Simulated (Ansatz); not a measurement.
Runs of Ansatz 0.2.0 on Zr. Symmetry: P6_3/mmc, No. 194, hexagonal system. The conventional cell has a = 3.232 Å, b = 3.232 Å, c = 5.147 Å, α = 90.00°, β = 90.00°, γ = 120.00°. Zr (site symmetry -6m2) is surrounded by 12 Zr at 3.18 to 3.23 Å. 

```csv
task,level,U,cell,k mesh,cutoff (eV),smearing,gap on the mesh (eV),pressure (GPa)
single point,PBEsol+U,Zr d U = 8 eV,as given,9 × 9 × 5,174,fermi-dirac 0.05 eV,none,22.9
single point,PBE,-,as given,9 × 9 × 5,174,gaussian 0.011 eV,none,0.6
single point,PBE,-,as given,9 × 9 × 5,174,gaussian 0.016 eV,none,0.6
single point,PBEsol+U,Zr d U = 4 eV,as given,9 × 9 × 5,174,fermi-dirac 0.05 eV,none,(a)
single point,PBE,-,as given,9 × 9 × 5,174,gaussian 0.023 eV,none,0.6
band structure,PBEsol,-,as given,7 × 7 × 4,174,fermi-dirac 0.05 eV,-,-3.2
band structure,RPBE,-,as given,9 × 9 × 5,174,fermi-dirac 0.05 eV,-,2.7
relaxation of cell and atoms,revPBE+D3(BJ),-,relaxed,9 × 9 × 5,-,fermi-dirac 0.05 eV,-,0.0
```

Alike in all rows: potentials or basis all-electron LAPW, scalar-relativistic; no spin polarisation; basis error allowed 0.001 eV/atom.

Question: Fill in the values left out.

Answer: (a) 1.5.

Caveats: U is the effective U less J, on atomic orbitals that reach past the spheres (some runs); U without spin polarisation on a metal has little footing (some runs); the U is typed as a test and isn't derived for this compound (some runs); the k mesh is thin for a metal, which can move the energy by tens of meV per atom (some runs).

A k mesh can miss the band edges, and the runs leave out spin-orbit coupling on Zr.

A gap of «none» marks a metal or a gap under the smearing width.

Not every run made on this cell is shown here.
